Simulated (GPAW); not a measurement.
# PtSe2 (Sudovikovite) (P-3m1) in GPAW: notebook

The runs below take PtSe2 (Sudovikovite) through single point, relaxation of cell and atoms, with LDA, revPBE+D4, BLYP+D3(BJ), revPBE, r2SCAN+D3(BJ).

Everything below comes from runs of GPAW 26.7.0. Logs are shortened: lines on timing, memory, paths and dates and some standing lists are left out, and cuts for length are marked. The log counts tension as positive stress, the text compression.

### Step 1. The crystal as given

Symmetry: P-3m1, No. 164, trigonal system. The conventional cell has a = 3.724 Å, b = 3.724 Å, c = 5.062 Å, α = 90.00°, β = 90.00°, γ = 120.00°. Pt (site symmetry -3m) has 6 Se at 2.49 Å as nearest neighbours. Se (site symmetry 3m) is surrounded by 3 Pt at 2.49 Å.

### Step 2. Single point, LDA

Contents of run.py:

```python
from ase.dft.bandgap import bandgap
from ase.io import read, write
from ase.units import GPa
from gpaw import GPAW, PW

atoms = read('PtSe2.xyz')

calc = GPAW(mode=PW(400),
            xc='LDA',
            kpts={'size': (7, 7, 4), 'gamma': True},
            occupations={'name': 'fermi-dirac', 'width': 0.05},
            nbands=26,
            maxiter=120,
            txt='gpaw.txt')
atoms.calc = calc
energy = atoms.get_potential_energy()
forces = atoms.get_forces()
stress = atoms.get_stress()
calc.write('gs.gpw')
write('result.traj', atoms)
print(f'Energy: {energy:.6f} eV')
print('Forces (eV/A):')
print(forces.round(4))
print('Stress (GPa):', (stress / GPa).round(3))
print('Fermi level:', round(calc.get_fermi_level(), 4), 'eV')
print(f'Gap: {bandgap(calc)[0]:.4f} eV, direct: {bandgap(calc, direct=True)[0]:.4f} eV')
```

Contents of PtSe2.xyz:

```xyz
3
Lattice="3.7240000000 0.0000000000 0.0000000000 -1.8620000000 3.2250786037 0.0000000000 0.0000000000 0.0000000000 5.0620000000" Properties=species:S:1:pos:R:3 pbc="T T T"
Pt     0.0000000000      0.0000000000      0.0000000000
Se     1.8620000002      1.0750262011      3.7965000000
Se    -0.0000000002      2.1500524026      1.2655000000
```

Potentials or basis: the program's PAW data sets (release 1.2.1) made for this functional, pw.

On the command line:

```bash
> OMP_NUM_THREADS=1 python run.py
```

gpaw.txt:

```text
__  _  _
 | _ |_)|_||  |
 |__||  | ||/\| - 26.7.0

Input parameters:
  mode=PW(ecut=400.0),
  kpts=MonkhorstPack(size=(7, 7, 4), gamma=True),
  maxiter=120,
  nbands=26,
  occupations=Occupations(name='fermi-dirac', width=0.05),
  xc=XC(name='LDA')

Diagonalizing LCAO Hamiltonian
Converting LCAO to pw mode

            Se

        Se

       Pt

Atoms  # Å, Bohr magnetons
|   | symbol |         x |        y |        z |    initial magnetic moments |
|---|--------|-----------|----------|----------|-----------------------------|
| 0 |     Pt |  0.000000 | 0.000000 | 0.000000 | ( 0.0000,  0.0000,  0.0000) |
| 1 |     Se |  1.862000 | 1.075026 | 3.796500 | ( 0.0000,  0.0000,  0.0000) |
| 2 |     Se | -0.000000 | 2.150052 | 1.265500 | ( 0.0000,  0.0000,  0.0000) |

Unit cell  # Å
| periodic |         x |        y |        z |  lengths |     angles |
|----------|-----------|----------|----------|----------|------------|
|      yes |  3.724000 | 0.000000 | 0.000000 | 3.724000 |  90.000000 |
|      yes | -1.862000 | 3.225079 | 0.000000 | 3.724000 |  90.000000 |
|      yes |  0.000000 | 0.000000 | 5.062000 | 5.062000 | 120.000000 |

Number of symmetries: 12
Symmetry operations  # r_c * U_cc + t_c -> r_c
|    | kind |            matrix            |
|----|------|------------------------------|
|  0 |  σ   |  1, 1, 0,  0,-1, 0,  0, 0, 1 |
|  1 |  S6  |  1, 1, 0, -1, 0, 0,  0, 0,-1 |
|  2 |  E   |  1, 0, 0,  0, 1, 0,  0, 0, 1 |
|  3 |  C2  |  1, 0, 0, -1,-1, 0,  0, 0,-1 |
|  4 |  C2  |  0, 1, 0,  1, 0, 0,  0, 0,-1 |
|  5 |  C3  |  0, 1, 0, -1,-1, 0,  0, 0, 1 |
|  6 |  S6  |  0,-1, 0,  1, 1, 0,  0, 0,-1 |
|  7 |  σ   |  0,-1, 0, -1, 0, 0,  0, 0, 1 |
|  8 |  σ   | -1, 0, 0,  1, 1, 0,  0, 0, 1 |
|  9 |  i   | -1, 0, 0,  0,-1, 0,  0, 0,-1 |
| 10 |  C3  | -1,-1, 0,  1, 0, 0,  0, 0, 1 |
| 11 |  C2  | -1,-1, 0,  0, 1, 0,  0, 0,-1 |

BZ-sampling:
  Number of BZ points: 196
  Number of IBZ points: 28

  Monkhorst-Pack size: [7, 7, 4]
  Monkhorst-Pack shift: [0.0, 0.0, 0.125]

K-points  # in reciprocal-cell coordinates
|     |                                coordinates |     weight |
|-----|--------------------------------------------|------------|
|   0 | (  0.00000000,   0.00000000,   0.00000000) | 0.00510204 |
|   1 | (  0.00000000,   0.00000000,   0.25000000) | 0.01020408 |
|   2 | (  0.00000000,   0.00000000,   0.50000000) | 0.00510204 |
|   3 | (  0.14285714,   0.00000000,  -0.25000000) | 0.03061224 |
|   4 | (  0.14285714,   0.00000000,   0.00000000) | 0.03061224 |
|   5 | (  0.14285714,   0.00000000,   0.25000000) | 0.03061224 |
|   6 | (  0.14285714,   0.00000000,   0.50000000) | 0.03061224 |
|   7 | (  0.28571429,  -0.14285714,   0.00000000) | 0.03061224 |
|   8 | (  0.28571429,  -0.14285714,   0.25000000) | 0.06122449 |
|   9 | (  0.28571429,  -0.14285714,   0.50000000) | 0.03061224 |
| ... |                                            |            |
|  27 | (  0.42857143,   0.42857143,   0.50000000) | 0.03061224 |

Plane wave coefficients: 1121
Cutoff: 400.0 eV

Spin-components: 1 (collinear spins)
Bands:           26
Projectors:      16
Spin-degeneracy: 2
Datatype:        complex128

Parallelization:
  kpt:    1
  domain: 1
  band:   1

Density:
  Valence electrons: 28.0
  Components: 1
  Grid points: [18 18 24]
  Charge: 0.0  # |e|

Potential:
  Grid points: [18 18 24]

species:
  Pt:
    name:    Platinum
    Z:       78.0
    valence: 16
    core:    62
    charge:  0.0  # [|e|]
    compensation charges:
      type: gauss
      rc: 0.41  # [Å]
      lmax: 2
    cutoffs:
      filter: 2.26  # [Å]
      core: 2.26  # [Å]
    projectors
    | kind |    occ | energy [eV] | rcut [Å] |
    |------|--------|-------------|----------|
    |   6s |  1.000 |      -5.930 |    1.307 |
    |   5p |  6.000 |     -56.318 |    1.371 |
    |   6p |  0.000 |      -0.962 |    1.371 |
    |   5d |  9.000 |      -6.387 |    1.307 |
    |    s |        |      21.281 |    1.307 |
    |    d |        |      20.825 |    1.307 |

    Using partial waves for Pt as LCAO basis

  Se:
    name:    Selenium
    Z:       34.0
    valence: 6
    core:    28
    charge:  0.0  # [|e|]
    compensation charges:
      type: gauss
      rc: 0.27  # [Å]
      lmax: 2
    cutoffs:
      filter: 1.77  # [Å]
      core: 2.67  # [Å]
    projectors
    | kind |    occ | energy [eV] | rcut [Å] |
    |------|--------|-------------|----------|
    |   4s |  2.000 |     -17.472 |    0.847 |
    |   4p |  4.000 |      -6.656 |    1.005 |
    |    s |        |       9.739 |    0.847 |
    |    p |        |      20.555 |    1.005 |
    |    d |        |       0.000 |    0.847 |

    Using partial waves for Se as LCAO basis

Reference energy: -632131.096150  # eV

eigensolver:
  PPCG
  Converge bands: occupied
  niter=2

density mixing:
  MSR1-Mixer
  Pratt-step length: 0.05
  Maximum mixing coefficient: 0.75
  Old densities: 10
  SVD Regularization: 0.005
  Good broyden scale: 1.0
  Trust region scale: 1.0
  Backstep threshold: 4.0
  History deletion threshold: 6.0
  Fourier metric: weight=20.0, sigma=0.015

occupation numbers:
  Fermi-Dirac:
    width: 0.0500  # eV

poisson solver:
  ecut: 3200.0  # eV

xc functional:
  name: None

convergence criteria:
- Maximum [total energy] change in last 3 cyles: 0.0005 eV / valence electron
- Maximum integral of absolute [dens]ity change: 0.0001 electrons / valence electron
- Maximum integral of absolute [eigenst]ate change: 4e-08 eV^2 / valence electron
maximum number of iterations: 120

SCF iterations
|iter     | |      energy | eigst |  dens |
|---------|-|-------------|-------|-------|
|iter:   1| |  -18.389618 | +0.08 |       |
|iter:   2| |  -18.046703 | -2.10 | -1.13 |
|iter:   3| |  -17.457096 | -1.90 | -1.20 |
|iter:   4| |  -17.408703 | -3.44 | -1.60 |
|iter:   5| |  -17.387725 | -3.63 | -1.88 |
|iter:   6| |  -17.386985 | -4.81 | -2.64 |
|iter:   7| |  -17.386942c| -5.49 | -3.17 |
|iter:   8| |  -17.386945c| -6.84 | -3.93 |
|iter:   9| |  -17.386946c| -8.05c| -4.62c|

Converged in 9 steps
Energy contributions relative to reference atoms: (reference = -632131.096150)

Energy contributions:
  Kinetic:           7.461320
  Coulomb:          -8.559280
  Zero:             -0.655518
  External:          0.000000
  Xc:              -15.630105
  Entropy:          -0.006725
  Spinorbit:         0.000000
  ----------------------------
  Free energy:     -17.390309
  Extrapolated:    -17.386946

dipole moment: (-6.436527, -11.148392, -17.498228)  # |e|*Ang

Fermi level: 7.936
Eigenvalues  # (at kpt = [0.000, 0.000, 0.000])
| band index |      eig [eV] | occ [0-2] |
|------------|---------------|-----------|
|          0 |       -45.838 |     2.000 |
|        ... |               |           |
|          5 |         0.858 |     2.000 |
|          6 |         1.571 |     2.000 |
|          7 |         1.571 |     2.000 |
|          8 |         4.034 |     2.000 |
|          9 |         4.035 |     2.000 |
|         10 |         5.484 |     2.000 |
[... 8 lines left out ...]
|         19 |        15.332 |     0.000 |
|         20 |        19.806 |     0.000 |
|        ... |               |           |
|         25 |        20.585 |     0.000 |

No gap
No difference between direct/indirect transitions

Forces  # eV/Ang
|        x |        y |        z |
|----------|----------|----------|
| -0.00000 |  0.00000 |  0.00000 |  # Pt   0
| -0.00000 |  0.00000 | -0.18390 |  # Se   1
|  0.00000 | -0.00000 |  0.18390 |  # Se   2

Stress tensor  # eV/Ang^3
|         x |         y |        z |
|-----------|-----------|----------|
|  0.007192 | -0.000000 | 0.000000 |
| -0.000000 |  0.007192 | 0.000000 |
|  0.000000 |  0.000000 | 0.013750 |

# Writing to gs.gpw (mode='')
```

Run time: 13 s. Hardware: 1 thread of Arm Neoverse V2, shared host; peak memory 0.15 GiB.

These settings aren't checked as converged: the numbers below hold their error.

Results:

```yaml
Free_energy: -17.3903 eV
Pressure: -1.5 GPa
Largest_force: 0.184 eV/Å
Band_gap_on_the_k_mesh: none (metal or under the smearing width)
```

Caveat: the cutoff is short for stress and forces, so pressures can be off by a GPa or more.

### Step 3. Relaxation of cell and atoms, revPBE+D4

Contents of run.py:

```python
from ase.calculators.mixing import SumCalculator
from ase.filters import FrechetCellFilter
from ase.io import read, write
from ase.optimize import LBFGS
from dftd4.ase import DFTD4
from gpaw import GPAW, PW

atoms = read('PtSe2.xyz')

calc = GPAW(mode=PW(600),
            xc='revPBE',
            kpts={'size': (6, 6, 4), 'gamma': True},
            occupations={'name': 'fermi-dirac', 'width': 0.05},
            nbands=26,
            convergence={'density': 1e-05, 'energy': 1e-05},
            maxiter=150,
            txt='gpaw.txt')
atoms.calc = SumCalculator([calc, DFTD4(method='revpbe')])
opt = LBFGS(FrechetCellFilter(atoms), trajectory='relax.traj', logfile='-')
done = opt.run(fmax=0.02, steps=40)
calc.write('gs.gpw')
write('result.traj', atoms)
print('Converged:', done)
print('Cell:', atoms.cell.cellpar().round(4))
print('Volume:', round(atoms.get_volume(), 4))
print(atoms.get_scaled_positions().round(5))
```

PtSe2.xyz is that of step 2.

Potentials or basis: the program's PAW data sets (release 1.2.1) made for this functional, pw.

On the command line:

```bash
> OMP_NUM_THREADS=1 python run.py
```

It took 3.1 min on 1 thread of AMD EPYC 9R45 (Zen 5), shared host; peak memory 0.42 GiB.

Results (log left out):

* Free energy: -15.9604 eV
* Relaxed volume: 19.38 Å³/atom
* Relaxed cell: a = 3.760 Å, b = 3.760 Å, c = 4.750 Å, α = 90.00°, β = 90.00°, γ = 120.00°
* Space group after relaxing (to 0.05 Å): P-3m1 (No. 164)
* Energy gained by relaxing: 28.8 meV/atom
* Ionic steps: 13
* Pressure after relaxing: 0.0 GPa
* Largest force after relaxing: 0.005 eV/Å
* Band gap on the k mesh: none (metal or under the smearing width)
* Dispersion energy per atom: -0.917 eV

Forces on the atoms (eV/Å):
```
Pt   0.000  0.000  0.000
Se   0.000  0.000 -0.005
Se   0.000  0.000  0.005
```

Step by step:
```csv
step,energy change (eV),largest force (eV/Å),pressure (GPa),volume (Å³)
1,0.0000,0.7283,2.53,60.80
2,-0.0169,0.5463,1.19,61.07
3,-0.0366,0.1459,-1.58,61.55
4,-0.0403,0.0769,-1.91,61.46
5,-0.0567,0.1851,-2.45,60.47
6,-0.0664,0.2669,-1.73,59.42
7,-0.0739,0.1838,-0.18,58.45
8,-0.0766,0.0578,0.66,58.20
9,-0.0786,0.0067,0.94,58.12
10,-0.0828,0.0941,1.10,58.02
11,-0.0856,0.0892,0.70,58.02
12,-0.0864,0.0338,0.20,58.10
13,-0.0865,0.0051,0.02,58.14
```

Final structure:
```cif
data_structure
_symmetry_space_group_name_H-M 'P 1'
_symmetry_Int_Tables_number 1
_cell_length_a 3.7596
_cell_length_b 3.7596
_cell_length_c 4.7499
_cell_angle_alpha 90.000
_cell_angle_beta 90.000
_cell_angle_gamma 120.000
_cell_volume 58.14
loop_
_atom_site_label
_atom_site_type_symbol
_atom_site_fract_x
_atom_site_fract_y
_atom_site_fract_z
_atom_site_occupancy
Pt1 Pt 0.00000 0.00000 0.00000 1
Se1 Se 0.66667 0.33333 0.72927 1
Se2 Se 0.33333 0.66667 0.27073 1
```

Levels at points of the mesh, in eV from the Fermi level:
| k point | band 11 | band 12 | band 13 | band 14 | band 15 | band 16 | band 17 | band 18 |
| --- | --- | --- | --- | --- | --- | --- | --- | --- |
| (0.00, 0.00, 0.00) | -2.48 | -0.98 | -0.98 | 0.86 | 0.95 | 0.95 | 3.36 | 4.31 |
| (0.00, 0.00, 0.50) | -2.92 | -1.80 | -1.80 | -1.68 | 2.38 | 2.38 | 5.12 | 6.62 |
| (0.50, 0.00, 0.00) | -3.61 | -3.31 | -3.25 | -2.90 | 0.48 | 2.59 | 5.23 | 6.28 |
| (0.50, 0.00, 0.50) | -3.34 | -3.06 | -2.51 | -1.06 | 0.49 | 1.53 | 5.01 | 5.16 |
| (0.50, 0.50, 0.00) | -3.61 | -3.31 | -3.25 | -2.90 | 0.48 | 2.59 | 5.23 | 6.28 |
| (0.50, 0.50, 0.50) | -3.34 | -3.06 | -2.51 | -1.06 | 0.49 | 1.53 | 5.01 | 5.16 |

Caveat: later steps reuse the first step's grids; pairwise dispersion overbinds metals, which lowers pressure and volume.

### Step 4. Relaxation of cell and atoms, BLYP+D3(BJ)

Contents of run.py:

```python
from ase.calculators.mixing import SumCalculator
from ase.filters import FrechetCellFilter
from ase.io import read, write
from ase.optimize import LBFGS
from dftd3.ase import DFTD3
from gpaw import GPAW, PW, setup_paths

setup_paths.insert(0, '.')

atoms = read('PtSe2.xyz')

calc = GPAW(mode=PW(600),
            xc='BLYP',
            kpts={'size': (6, 6, 4), 'gamma': True},
            occupations={'name': 'fermi-dirac', 'width': 0.05},
            nbands=26,
            convergence={'density': 1e-05, 'energy': 1e-05},
            eigensolver='davidson',
            maxiter=150,
            txt='gpaw.txt')
atoms.calc = SumCalculator([calc, DFTD3(method='blyp', damping='d3bj')])
opt = LBFGS(FrechetCellFilter(atoms), trajectory='relax.traj', logfile='-')
done = opt.run(fmax=0.02, steps=100)
calc.write('gs.gpw')
write('result.traj', atoms)
print('Converged:', done)
print('Cell:', atoms.cell.cellpar().round(4))
print('Volume:', round(atoms.get_volume(), 4))
print(atoms.get_scaled_positions().round(5))
```

PtSe2.xyz is that of step 3.

Potentials or basis: PAW data sets generated in the run's folder for this functional, pw.

On the command line:

```bash
> gpaw-setup -f BLYP Pt Se
> OMP_NUM_THREADS=1 python run.py
```

Run time: 92 s. Hardware: 1 thread of AMD EPYC 9R45 (Zen 5), shared host; peak memory 0.32 GiB.

The run converged. Its results:

* Free energy: -15.4925 eV
* Relaxed volume: 20.02 Å³/atom
* Relaxed cell: a = 3.784 Å, b = 3.784 Å, c = 4.843 Å, α = 90.00°, β = 90.00°, γ = 120.00°
* Space group after relaxing (to 0.05 Å): P-3m1 (No. 164)
* Energy gained by relaxing: 38.4 meV/atom
* Ionic steps: 13
* Pressure after relaxing: 0.1 GPa
* Largest force after relaxing: 0.012 eV/Å
* Band gap on the k mesh: none (metal or under the smearing width)
* Dispersion energy per atom: -1.101 eV

Forces in eV/Å, atoms in the order of the input:
```
Pt   0.000  0.000  0.000
Se   0.000  0.000 -0.012
Se   0.000  0.000  0.012
```

Step by step:
| step | energy change (eV) | largest force (eV/Å) | pressure (GPa) | volume (Å³) |
| --- | --- | --- | --- | --- |
| 1 | 0.0000 | 1.0701 | 5.55 | 60.80 |
| 2 | -0.0453 | 0.7508 | 3.18 | 61.41 |
| 3 | -0.0846 | 0.1805 | -0.85 | 62.48 |
| 4 | -0.0872 | 0.1075 | -1.24 | 62.49 |
| 5 | -0.0934 | 0.0516 | -1.77 | 62.18 |
| 6 | -0.1013 | 0.1852 | -1.65 | 61.42 |
| 7 | -0.1069 | 0.2056 | -0.76 | 60.52 |
| 8 | -0.1100 | 0.1139 | 0.21 | 60.01 |
| 9 | -0.1111 | 0.0374 | 0.59 | 59.91 |
| 10 | -0.1123 | 0.0162 | 0.73 | 59.89 |
| 11 | -0.1140 | 0.0621 | 0.63 | 59.92 |
| 12 | -0.1149 | 0.0440 | 0.28 | 59.99 |
| 13 | -0.1151 | 0.0119 | 0.05 | 60.05 |

Final structure:
```xyz
3
Lattice="3.7836 0.0000 0.0000 -1.8918 3.2767 0.0000 0.0000 0.0000 4.8433" Properties=species:S:1:pos:R:3 pbc="T T T"
Pt    0.0000    0.0000    0.0000
Se    1.8918    1.0922    3.5386
Se    0.0000    2.1845    1.3046
```

Levels at points of the mesh, in eV from the Fermi level:
| k point | band 10 | band 11 | band 12 | band 13 | band 14 | band 15 | band 16 | band 17 | band 18 | band 19 |
| --- | --- | --- | --- | --- | --- | --- | --- | --- | --- | --- |
| (0.00, 0.00, 0.00) | -3.61 | -2.41 | -0.93 | -0.93 | 0.74 | 0.98 | 0.98 | 3.75 | 4.10 | 7.55 |
| (0.00, 0.00, 0.50) | -3.66 | -2.84 | -1.69 | -1.69 | -1.69 | 2.25 | 2.25 | 5.27 | 6.52 | 6.85 |
| (0.50, 0.50, 0.00) | -3.54 | -3.47 | -3.16 | -3.12 | -2.80 | 0.49 | 2.42 | 5.18 | 6.38 | 7.16 |
| (0.50, 0.50, 0.50) | -3.24 | -3.18 | -2.92 | -2.36 | -1.03 | 0.55 | 1.43 | 4.94 | 5.21 | 7.93 |

Caveat: later steps reuse the first step's grids; pairwise dispersion overbinds metals, which lowers pressure and volume.

(Part 1 of 2 ends here.)
